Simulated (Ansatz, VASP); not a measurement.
# Two plane-wave programs on CaF2

The input INCAR:

```
SYSTEM = CaF2
  PREC = Accurate
  ENCUT = 520
  EDIFF = 1E-8
  ISMEAR = -1
  SIGMA = 0.02
  LREAL = .False.
  LASPH = .True.
  NELM = 100
  ALGO = Normal
  ISIF = 2
  LWAVE = .False.
  LCHARG = .False.
  GGA = PE
  LEFG = .True.
  NBANDS = 19
```

Contents of KPOINTS:

```
Automatic mesh
0
Gamma
  6 6 6
  0 0 0
```

File POSCAR:

```
CaF2
1.0
    0.0000000000      2.7580259682      2.7580259682
    2.7580259682      0.0000000000      2.7580259682
    2.7580259682      2.7580259682      0.0000000000
Ca F
1 2
Direct
    0.0000000000      0.0000000000      0.0000000000
    0.7500000000      0.7500000000      0.7500000000
    0.2500000000      0.2500000000      0.2500000000
```

Input for Ansatz:

```yaml
crystal:
  lattice:
    - [0.0, 2.7580259682, 2.7580259682]
    - [2.7580259682, 0.0, 2.7580259682]
    - [2.7580259682, 2.7580259682, 0.0]
  atoms:
    - { symbol: Ca, position: [0.0, 0.0, 0.0] }
    - { symbol: F, position: [0.75, 0.75, 0.75] }
    - { symbol: F, position: [0.25, 0.25, 0.25] }
kpoints:
  mp_grid: { grid: [6, 6, 6] }
scf:
  occupations: { method: fermi_dirac, width: 0.02 }
hamiltonian:
  xc: pbe
  pseudopotentials: { kind: paw }
output:
  forces: true
  stress: true
  populations: true
  efg: { quadrupole_moments_barn: { Ca: -0.0408 }, contact_densities: true }
```

The cell comes from a database or a generator and needn't be the stable form of this composition.

Alike in both runs: task electric field gradients; functional PBE; k mesh 6 × 6 × 6; occupations fermi-dirac, width 0.02 eV; no spin polarisation.

|  | VASP | Ansatz |
| --- | --- | --- |
| version | VASP 6.6.1 | Ansatz 0.2.0 |
| potentials or method | VASP PAW PBE potentials, release 64 (Ca_sv, F) | plane-wave PAW, scalar-relativistic |
| plane-wave cutoff (eV) | 520 | 420 |
| valence electrons in the cell | 24 | 24 |

|  | VASP | Ansatz | Ansatz less VASP |
| --- | --- | --- | --- |
| gap on the k mesh at the Fermi level (eV) | 7.10 | 7.13 | +0.022 |
| pressure (GPa) | 0.0 | -0.2 | -0.20 |
| Vzz of the field gradient on the site that differs most (V/Å²) | 0.0 | 0.0 | 0.00 |

A k mesh can miss the band edges. PBE gaps usually lie below the measured ones, often by a third to a half.
